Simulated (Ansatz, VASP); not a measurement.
## Two plane-wave programs on Zr3B5

```xyz
8
Lattice="4.8011 0.0000 0.0000 0.0000 4.8011 0.0000 0.0000 0.0000 4.8011" Properties=species:S:1:pos:R:3 pbc="T T T"
Zr    2.4005    0.0000    0.0000
Zr    0.0000    2.4005    0.0000
Zr    0.0000    0.0000    2.4005
B     0.0000    2.4005    2.4005
B     2.4005    0.0000    2.4005
B     2.4005    2.4005    0.0000
B     2.4005    2.4005    2.4005
B     0.0000    0.0000    0.0000
```

Alike in both runs: functional PBE; k mesh 4 × 4 × 4; occupations gaussian, width 0.1 eV; no spin polarisation.

Ansatz relaxed the structure, and its values are those at the end. VASP's run is a single point on that final structure, the one shown.

```csv
,VASP,Ansatz
version,VASP 6.6.1,Ansatz 0.2.0
potentials or method,"VASP PAW PBE potentials, release 64 (Zr_sv, B)","scalar-relativistic, plane waves, PAW"
plane-wave cutoff (eV),520,420
valence electrons in the cell,51,51
```

|  | VASP | Ansatz | Ansatz less VASP |
| --- | --- | --- | --- |
| gap on the k mesh at the Fermi level (eV) | none | none | - |
| pressure (GPa) | 0.4 | 0.3 | -0.07 |

A gap of «none» marks a metal or a gap that the smearing closes.
